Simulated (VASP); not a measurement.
**Al in VASP: convergence with k mesh**

Input of the first run (k mesh 3 × 3 × 3); the others differ in this setting and in those tied to it:

Contents of INCAR:

```
SYSTEM = Al
ALGO = Fast ; EDIFF = 1E-6
ENCUT = 500 ; GGA = PS
ISIF = 2 ; ISMEAR = 1
LASPH = .TRUE. ; LCHARG = .FALSE.
LREAL = .FALSE. ; LWAVE = .FALSE.
NBANDS = 8 ; NELM = 60
PREC = Accurate ; SIGMA = 0.1
```

KPOINTS

```
k-points
0
G
  3 3 3
  0 0 0
```

Contents of POSCAR:

```
Al
1.0
    0.0000000000      2.0248050000      2.0248050000
    2.0248050000      0.0000000000      2.0248050000
    2.0248050000      2.0248050000      0.0000000000
Al
1
Direct
    0.0000000000      0.0000000000      0.0000000000
```

Potentials or basis: VASP PAW PBE potentials, release 64 (Al).

Run with:

```bash
$ cat potpaw_PBE.64/Al/POTCAR > POTCAR
$ mpirun -np 1 vasp_std > vasp.out
```

Hardware: 1 thread of AMD EPYC 7R13 Processor (Zen 3), with other jobs on the host.

| k mesh | energy less the tightest run, at zero smearing (meV/atom) | pressure (GPa) | SCF cycles | CPU time (s) | peak memory (GiB) |
| --- | --- | --- | --- | --- | --- |
| 3 × 3 × 3 | 585.05 | -2.70 | 11 | 1.5 | 0.1 |
| 4 × 4 × 4 | 296.97 | -1.31 | 11 | 1.7 | 0.1 |
| 5 × 5 × 5 | 61.10 | -0.06 | 11 | 2 | 0.1 |
| 6 × 6 × 6 | -65.31 | -1.38 | 11 | 2.8 | 0.1 |
| 8 × 8 × 8 | 6.54 | -1.85 | 11 | 4.1 | 0.1 |
| 10 × 10 × 10 | 20.72 | -2.11 | 11 | 6.1 | 0.1 |
| 13 × 13 × 13 | 3.50 | -1.98 | 11 | 11 | 0.1 |
| 15 × 15 × 15 | 0.00 | -2.09 | 11 | 14 | 0.11 |

Not settled before the last step: the energy (to 1 meV/atom), the pressure (to 0.1 GPa). Meshes of other sizes hit other points, so gaps and Fermi surfaces needn't settle smoothly. The tightest run that finished is the yardstick and may itself not be fully converged.

Caveat, for the tightest run too: the PAW data sets were made with another functional, which shifts forces and pressure a little.
